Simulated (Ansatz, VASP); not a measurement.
## Si2Ni: VASP beside Ansatz

```
CELL_PARAMETERS angstrom
0.00000 2.75601 2.75601
2.75601 0.00000 2.75601
2.75601 2.75601 0.00000
ATOMIC_POSITIONS crystal
Ni 0.00000 0.00000 0.00000
Si 0.75000 0.75000 0.75000
Si 0.25000 0.25000 0.25000
```

Alike in both runs: task single point; functional r2SCAN; k mesh 9 × 9 × 9; occupations fermi-dirac, width 0.05 eV; collinear spin.

```csv
,VASP,Ansatz
version,VASP 6.6.1,Ansatz 0.2.0
potentials or method,"VASP PAW PBE potentials, release 64 (Ni, Si)",Ansatz PAW
plane-wave cutoff (eV),520,500
valence electrons in the cell,18,26
```

|  | VASP | Ansatz | Ansatz less VASP |
| --- | --- | --- | --- |
| gap on the k mesh at the Fermi level (eV) | none | none | - |
| pressure (GPa) | -9.1 | -9.1 | +0.02 |
| net moment per atom (μB) | 0.00 | 0.00 | 0.000 |

A gap of «none» marks a metal or a gap that the smearing closes. The functional is the same, so the differences come from potentials, cutoffs and numerics. The two sets of potentials don't hold the same shells in valence.

Caveats: the PAW data sets were made with another functional, which shifts forces and pressure a little (VASP); the magnetic or orbital state may not be the lowest (Ansatz); the PAW data sets come from PBE, with cores solved anew for the run's functional, which leaves a small shift of forces and pressure (Ansatz); the starting moments weren't kept (Ansatz).
